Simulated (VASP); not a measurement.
Input of a VASP 6.6.1 run:

The input INCAR:

```
SYSTEM = Al2O3
  PREC = Accurate
  ENCUT = 600
  EDIFF = 1E-7
  ISMEAR = 0
  SIGMA = 0.02
  LREAL = .False.
  LASPH = .True.
  NELM = 100
  ALGO = Fast
  ISIF = 3
  LWAVE = .False.
  LCHARG = .False.
  GGA = PS
  IBRION = 2
  NSW = 100
  EDIFFG = -0.005
```

File KPOINTS:

```
Automatic mesh
0
Gamma
  6 6 6
  0 0 0
```

POSCAR

```
Al2O3
1.0
    2.3802500000      1.3742379782      4.3318666667
   -2.3802500000      1.3742379782      4.3318666667
    0.0000000000     -2.7484759565      4.3318666667
Al O
4 6
Direct
    0.3521600000      0.3521600000      0.3521600000
    0.1478400000      0.1478400000      0.1478400000
    0.6478400000      0.6478400000      0.6478400000
    0.8521600000      0.8521600000      0.8521600000
    0.5566800000      0.9433200000      0.2500000000
    0.2500000000      0.5566800000      0.9433200000
    0.9433200000      0.2500000000      0.5566800000
    0.4433200000      0.0566800000      0.7500000000
    0.7500000000      0.4433200000      0.0566800000
    0.0566800000      0.7500000000      0.4433200000
```

Potentials or basis: VASP PAW PBE potentials, release 64 (Al, O).

The run is started by

```sh
$ cat potpaw_PBE.64/Al/POTCAR potpaw_PBE.64/O/POTCAR > POTCAR
$ mpirun -np 1 vasp_std > vasp.out
```

Predict the relaxed volume.

8.55 Å³/atom.

Predict the band gap on the k mesh.

6.05 eV, direct.

Estimate the space group after relaxing (to 0.05 Å).

R-3c (No. 167).

Predict the relaxed cell.

a = 5.138 Å, b = 5.138 Å, c = 5.138 Å, α = 55.35°, β = 55.35°, γ = 55.35°.

Step by step:
```csv
step,energy change (eV),largest force (eV/Å),pressure (GPa),volume (Å³)
1,0.0000,0.0890,1.50,85.02
2,-0.0019,0.0280,-1.29,86.00
3,-0.0036,0.0356,-0.17,85.60
4,-0.0038,0.0099,0.04,85.53
5,-0.0038,0.0082,0.01,85.54
6,-0.0038,0.0079,0.01,85.54
7,-0.0038,0.0031,0.00,85.55
```

Caveat: the PAW data sets were made with another functional, which shifts forces and pressure a little. A k mesh can miss the band edges.
